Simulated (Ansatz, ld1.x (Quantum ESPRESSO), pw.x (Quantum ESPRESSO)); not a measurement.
Mo: one change to the RRKJ potential, in the atom and in the fcc crystal

ld1.x (Quantum ESPRESSO) 7.5 input, shortened:

```
&input
   title='Mo', zed=42., rel=1, dft='PBESOL', iswitch=3,
   config='[Kr] 4d5 5s1 5p0'
 /
 &inputp
   pseudotype=2, tm=.false., lloc=0,
   nlcc=.false.
 /
3
5P  2  1   0.00   0.00  4.20  4.20  0.0
4D  3  2   5.00   0.00  1.80  1.80  0.0
5S  1  0   1.00   0.00  2.25  2.25  0.0
 &test
   configts(1)='4d5 5s1 5p0'
 /
```

Change: wave 5p (bound): rc 4.20 bohr becomes 5p (bound): rc 2.76 bohr.

Cutoffs, loose and tight: the cutoffs (Ry, on a coarse ladder) from which the occupation-weighted sum of valence levels, in a spherical-Bessel basis at the reference potential, stays within 10 and 1 mRy of its value at 400 Ry. They do not see the model core or the augmentation charge, which bear on the density cutoff. Test errors are all-electron minus pseudo excitation energies from the reference, over the configurations 4d5 5s0 5p0; 4d4 5s0 5p0; 4d3 5s0 5p0; 4d2 5s0 5p0; 4d5 5s0.5 5p0; 4d5 5s0 5p1; 4d4 5s2 5p0; variants that change the core or the reference have their own tests.

Crystal test: fcc Mo in pw.x 7.5, no spin, 14³ k-points, Fermi–Dirac smearing 0.01 Ry, cutoffs set for each file from its atomic test. The reference is all-electron LAPW (Ansatz 0.2.0) with the same functional, mesh and smearing; V0 and B0 come from Birch–Murnaghan fits to the pressures at five volumes. Errors are pseudo minus all-electron; Δ is the rms difference of the E(V) curves that follow from these fits, minima aligned, over ±6 % about the mean V0. Mesh and smearing are coarse, so the numbers serve the comparison and aren't converged zero-temperature values; the lattice is a test structure that the element need not adopt.

All-electron: a0 = 3.963 Å (V0 = 15.56 Å³/atom), B0 = 253.7 GPa.

Q: Does the change bring the crystal closer to the all-electron result?

A: The mean pressure error goes from +11.19 to +16.17 GPa, so the change moves the solid further from the all-electron pressures.

```json
{"quantity": "outcome (atom)", "base": "generated", "changed": "generated"}
{"quantity": "cutoff, loose (atom)", "base": "35 Ry", "changed": "35 Ry"}
{"quantity": "cutoff, tight (atom)", "base": "45 Ry", "changed": "45 Ry"}
{"quantity": "bound ghosts (atom)", "base": "none", "changed": "none"}
{"quantity": "largest test error (meV) (atom)", "base": "-610", "changed": "-610"}
{"quantity": "cutoffs in pw.x (Ry)", "base": "55/220", "changed": "55/220"}
{"quantity": "a0 (Å)", "base": "4.019", "changed": "–"}
{"quantity": "a0 error (%)", "base": "+1.41", "changed": "–"}
{"quantity": "B0 error (%)", "base": "-4.5", "changed": "–"}
{"quantity": "Δ (meV/atom)", "base": "36.2", "changed": "–"}
{"quantity": "mean pressure error (GPa)", "base": "+11.19", "changed": "+16.17"}
```

A dash: not determined, or the minimum lies outside the volumes sampled.

Base: The largest radius (4.20 bohr) exceeds half the bond length (2.65 bohr), so the spheres overlap, which is one possible source of error among others. This is a poor potential for the solid. Changed file: The largest radius (2.76 bohr) exceeds half the bond length (2.65 bohr), so the spheres overlap, which is one possible source of error among others. This is a poor potential for the solid. The atomic cutoffs weigh occupied waves only.
